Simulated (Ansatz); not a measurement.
Reaction (ligand exchange at a Ge–O bond): `O[SiH](O)[O][GeH3]` + acetic acid → `CC(=O)[O][GeH3]` + `O[SiH](O)O`

Program: Ansatz. Geometries: PBE0-D4/def2-TZVP. ΔE: electronic, gas phase. CBS: MP2 limit from def2 TZ/QZ plus the TZ coupled-cluster correction, frozen cores. For Ge outer-core shells are correlated without core-valence functions, which leaves a few kJ/mol of doubt a bond. Scalar relativity is left out up to krypton. Each species was taken in one conformer, which may not be the lowest.

`O[SiH](O)[O][GeH3]`:

Cartesian coordinates in Å:
```
O -1.856 0.713 0.439
Si -0.368 1.100 -0.113
O 0.192 2.369 0.757
O 0.712 -0.107 0.034
Ge 0.683 -1.835 -0.388
H -2.005 0.779 1.384
H -0.562 1.431 -1.539
H 1.138 2.399 0.906
H -0.019 -2.003 -1.745
H 2.154 -2.262 -0.457
H -0.069 -2.583 0.722
```

`CC(=O)O`:

Z-matrix (Å, degrees):
```
C
C 1 1.495
H 1 1.092 2 109.8
H 1 1.092 2 109.8 3 117.7
H 1 1.087 2 109.6 3 -121.2
O 2 1.200 1 126.0 3 121.1
O 2 1.346 1 111.6 3 -58.9
H 7 0.968 2 106.4 1 180.0
```

`CC(=O)[O][GeH3]`:

```xyz
11

C    -0.551    1.846    0.513
C     0.186    0.570    0.251
O     1.356    0.387    0.495
O    -0.578   -0.374   -0.287
Ge    0.333   -1.934   -0.601
H     0.123    2.583    0.942
H    -0.976    2.222   -0.420
H    -1.383    1.655    1.193
H     0.831   -2.500    0.729
H    -0.791   -2.787   -1.202
H     1.449   -1.668   -1.612
```

`O[SiH](O)O`:

Cartesian coordinates in Å:
```
O -1.538 0.572 0.046
Si -0.022 0.048 0.339
O 1.109 0.626 -0.701
O 0.025 -1.574 0.156
H -1.989 0.218 -0.723
H 0.263 0.494 1.717
H 1.302 1.563 -0.676
H 0.850 -1.946 -0.159
```

| species | CCSD(T)/CBS(def2) energy (Eh) |
| --- | --- |
| `O[SiH](O)[O][GeH3]` | -2594.49744 |
| `CC(=O)O` | -228.87529 |
| `CC(=O)[O][GeH3]` | -2306.19992 |
| `O[SiH](O)O` | -517.17167 |

(1) Work out ΔE.

Largest T1 diagnostic among the species: 0.015.

Results:

(1) ΔE = (-2306.19992) + (-517.17167) − (-2594.49744) − (-228.87529) = 0.00114 Eh = +3.0 kJ/mol.

In def2-TZVPP, CCSD(T) changes the Hartree–Fock value by −8.7 kJ/mol (the triples alone add −1.8 kJ/mol) and MP2 by −9.5 kJ/mol.
